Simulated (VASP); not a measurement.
Runs of VASP 6.6.1 on C. It takes space group P6_3/mmc (No. 194, hexagonal). The conventional cell has a = 2.522 Å, b = 2.522 Å, c = 8.237 Å, α = 90.00°, β = 90.00°, γ = 120.00°. C (site symmetry 3m) is surrounded by 4 C at 1.54 Å. Around C (site symmetry 3m) lie 4 C at 1.54 Å. This is a hexagonal form of diamond, not graphite.

```tsv
task	level	smearing	gap on the mesh (eV)	pressure (GPa)	largest force (eV/Å)
band structure	TPSS	fermi-dirac 0.05 eV	4.43	(a)	0.33
band structure	rSCAN	fermi-dirac 0.05 eV	4.66	(b)	0.36
band structure	r2SCAN	fermi-dirac 0.05 eV	4.62	-0.8	0.36
single point	PBE	gaussian 0.012 eV	4.41	2.9	0.33
band structure	SCAN	fermi-dirac 0.05 eV	4.80	-3.7	0.35
```

Alike in all rows: potentials or basis VASP PAW PBE potentials, release 64 (C); no spin polarisation; cell as given; k mesh 12 × 12 × 4; cutoff (eV) 520.

Q: Fill in the values left out.

A: (a) 2.3; (b) -2.9.

Caveats: the PAW data sets were made with another functional, which shifts forces and pressure a little (some runs).

A k mesh can miss the band edges.
